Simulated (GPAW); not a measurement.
# As (P-1) in GPAW: single point with LDA

Aim: the single point of As with LDA.

Everything below comes from runs of GPAW 26.7.0. Logs are shortened: lines on timing, memory, paths and dates and some standing lists are left out, and cuts for length are marked. The log counts tension as positive stress, the text compression.

**1. The cell of the first run**

The typed cell holds 1 atom: a = 2.999 Å, b = 2.598 Å, c = 2.582 Å, α = 78.73°, β = 76.84°, γ = 93.49°.

**2. Single point, LDA (cell sheared at random, sigma 0.1, atoms nudged by 0.01 Å)**

run.py reads:

```python
from ase import Atoms
from ase.dft.bandgap import bandgap
from ase.io import write
from ase.units import GPa
from gpaw import GPAW, PW

atoms = Atoms(['As'],
              cell=[[2.9794804, -0.10061659, 0.32377096],
                    [-0.10061659, 2.58301288, 0.26188432],
                    [0.32377096, 0.26188432, 2.54855196]],
              scaled_positions=[[0.5, 0.5, 0.5]],
              pbc=True)

calc = GPAW(mode=PW(450),
            xc='LDA',
            kpts={'size': (7, 8, 9), 'gamma': True},
            occupations={'name': 'fermi-dirac', 'width': 0.05},
            nbands=9,
            maxiter=120,
            txt='gpaw.txt')
atoms.calc = calc
energy = atoms.get_potential_energy()
forces = atoms.get_forces()
stress = atoms.get_stress()
calc.write('gs.gpw')
write('result.traj', atoms)
print(f'Energy: {energy:.6f} eV')
print('Forces (eV/A):')
print(forces.round(4))
print('Stress (GPa):', (stress / GPa).round(3))
print('Fermi level:', round(calc.get_fermi_level(), 4), 'eV')
print(f'Gap: {bandgap(calc)[0]:.4f} eV, direct: {bandgap(calc, direct=True)[0]:.4f} eV')
```

Potentials or basis: the program's PAW data sets (release 1.2.1) made for this functional, pw.

Started as:

```sh
OMP_NUM_THREADS=1 python run.py
```

gpaw.txt:

```text
__  _  _
 | _ |_)|_||  |
 |__||  | ||/\| - 26.7.0

Input parameters:
  mode=PW(ecut=450.00000000000006),
  kpts=MonkhorstPack(size=(7, 8, 9), gamma=True),
  maxiter=120,
  nbands=9,
  occupations=Occupations(name='fermi-dirac', width=0.05),
  xc=XC(name='LDA')

Diagonalizing LCAO Hamiltonian
Converting LCAO to pw mode

       As

Atoms  # Å, Bohr magnetons
|   | symbol |        x |        y |        z |    initial magnetic moments |
|---|--------|----------|----------|----------|-----------------------------|
| 0 |     As | 1.601317 | 1.372140 | 1.567104 | ( 0.0000,  0.0000,  0.0000) |

Unit cell  # Å
| periodic |         x |         y |        z |  lengths |    angles |
|----------|-----------|-----------|----------|----------|-----------|
|      yes |  2.979480 | -0.100617 | 0.323771 | 2.998709 | 78.729564 |
|      yes | -0.100617 |  2.583013 | 0.261884 | 2.598204 | 76.836608 |
|      yes |  0.323771 |  0.261884 | 2.548552 | 2.582349 | 93.494428 |

Number of symmetries: 2
Symmetry operations  # r_c * U_cc + t_c -> r_c
|   | kind |            matrix            |
|---|------|------------------------------|
| 0 |  E   |  1, 0, 0,  0, 1, 0,  0, 0, 1 |
| 1 |  i   | -1, 0, 0,  0,-1, 0,  0, 0,-1 |

BZ-sampling:
  Number of BZ points: 504
  Number of IBZ points: 253

  Monkhorst-Pack size: [7, 8, 9]
  Monkhorst-Pack shift: [0.0, 0.0625, 0.0]

K-points  # in reciprocal-cell coordinates
|     |                                coordinates |     weight |
|-----|--------------------------------------------|------------|
|   0 | (  0.00000000,   0.00000000,   0.00000000) | 0.00198413 |
|   1 | (  0.00000000,   0.00000000,   0.11111111) | 0.00396825 |
|   2 | (  0.00000000,   0.00000000,   0.22222222) | 0.00396825 |
|   3 | (  0.00000000,   0.00000000,   0.33333333) | 0.00396825 |
|   4 | (  0.00000000,   0.00000000,   0.44444444) | 0.00396825 |
|   5 | (  0.00000000,   0.12500000,  -0.44444444) | 0.00396825 |
|   6 | (  0.00000000,   0.12500000,  -0.33333333) | 0.00396825 |
|   7 | (  0.00000000,   0.12500000,  -0.22222222) | 0.00396825 |
|   8 | (  0.00000000,   0.12500000,  -0.11111111) | 0.00396825 |
|   9 | (  0.00000000,   0.12500000,   0.00000000) | 0.00396825 |
| ... |                                            |            |
| 252 | (  0.42857143,   0.50000000,   0.44444444) | 0.00396825 |

Plane wave coefficients: 426
Cutoff: 450.00000000000006 eV

Spin-components: 1 (collinear spins)
Bands:           9
Projectors:      5
Spin-degeneracy: 2
Datatype:        complex128

Parallelization:
  kpt:    1
  domain: 1
  band:   1

Density:
  Valence electrons: 5.0
  Components: 1
  Grid points: [15 14 14]
  Charge: 0.0  # |e|

Potential:
  Grid points: [15 14 14]

species:
  As:
    name:    Arsenic
    Z:       33.0
    valence: 5
    core:    28
    charge:  0.0  # [|e|]
    compensation charges:
      type: gauss
      rc: 0.33  # [Å]
      lmax: 2
    cutoffs:
      filter: 1.87  # [Å]
      core: 2.96  # [Å]
    projectors
    | kind |    occ | energy [eV] | rcut [Å] |
    |------|--------|-------------|----------|
    |   4s |  2.000 |     -14.691 |    1.058 |
    |   4p |  3.000 |      -5.342 |    1.058 |
    |    s |        |      12.520 |    1.058 |
    |    p |        |      21.869 |    1.058 |
    |    d |        |       0.000 |    1.058 |

    Using partial waves for As as LCAO basis

Reference energy: -61419.907824  # eV

eigensolver:
  PPCG
  Converge bands: occupied
  niter=2

density mixing:
  MSR1-Mixer
  Pratt-step length: 0.05
  Maximum mixing coefficient: 0.75
  Old densities: 10
  SVD Regularization: 0.005
  Good broyden scale: 1.0
  Trust region scale: 1.0
  Backstep threshold: 4.0
  History deletion threshold: 6.0
  Fourier metric: weight=20.0, sigma=0.015

occupation numbers:
  Fermi-Dirac:
    width: 0.0500  # eV

poisson solver:
  ecut: 3600.0000000000005  # eV

xc functional:
  name: None

convergence criteria:
- Maximum [total energy] change in last 3 cyles: 0.0005 eV / valence electron
- Maximum integral of absolute [dens]ity change: 0.0001 electrons / valence electron
- Maximum integral of absolute [eigenst]ate change: 4e-08 eV^2 / valence electron
maximum number of iterations: 120

SCF iterations
|iter     | |      energy | eigst |  dens |
|---------|-|-------------|-------|-------|
|iter:   1| |   -5.041364 | -0.62 |       |
|iter:   2| |   -5.041561 | -3.06 | -1.39 |
|iter:   3| |   -5.036071 | -3.95 | -1.42 |
|iter:   4| |   -5.035659 | -4.86 | -1.97 |
|iter:   5| |   -5.035652c| -6.11 | -2.81 |
|iter:   6| |   -5.035652c| -8.30c| -3.72 |
|iter:   7| |   -5.035652c| -8.00c| -4.22c|

Converged in 7 steps
Energy contributions relative to reference atoms: (reference = -61419.907824)

Energy contributions:
  Kinetic:          10.266149
  Coulomb:          -9.254982
  Zero:             -0.009943
  External:          0.000000
  Xc:               -6.034685
  Entropy:          -0.004379
  Spinorbit:         0.000000
  ----------------------------
  Free energy:      -5.037841
  Extrapolated:     -5.035652

dipole moment: (-0.000004, -0.000003, -0.000004)  # |e|*Ang

Fermi level: 7.590
Eigenvalues  # (at kpt = [0.000, 0.000, 0.000])
| band index |      eig [eV] | occ [0-2] |
|------------|---------------|-----------|
|          0 |        -7.638 |     2.000 |
|          1 |         9.188 |     0.000 |
|          2 |        13.517 |     0.000 |
|          3 |        14.501 |     0.000 |
|          4 |        14.985 |     0.000 |
|          5 |        18.458 |     0.000 |
|          6 |        20.981 |     0.000 |
|          7 |        27.859 |     0.000 |
|          8 |        27.929 |     0.000 |

No gap
No difference between direct/indirect transitions

Forces  # eV/Ang
|       x |       y |       z |
|---------|---------|---------|
| 0.00000 | 0.00000 | 0.00000 |  # As   0

Stress tensor  # eV/Ang^3
|        x |         y |         z |
|----------|-----------|-----------|
| 0.062163 |  0.005170 |  0.012803 |
| 0.005170 | -0.052999 |  0.040373 |
| 0.012803 |  0.040373 | -0.045953 |

# Writing to gs.gpw (mode='')
```

It took 11 s on 1 thread of Arm Neoverse V2, shared host; peak memory 0.14 GiB.

What came out:

| Quantity | Value |
| --- | --- |
| Free energy | -5.0378 eV |
| Pressure | 2.0 GPa |
| Band gap on the k mesh | none (metal or under the smearing width) |

Caveat: the cutoff is short for stress and forces, so pressures can be off by a GPa or more.
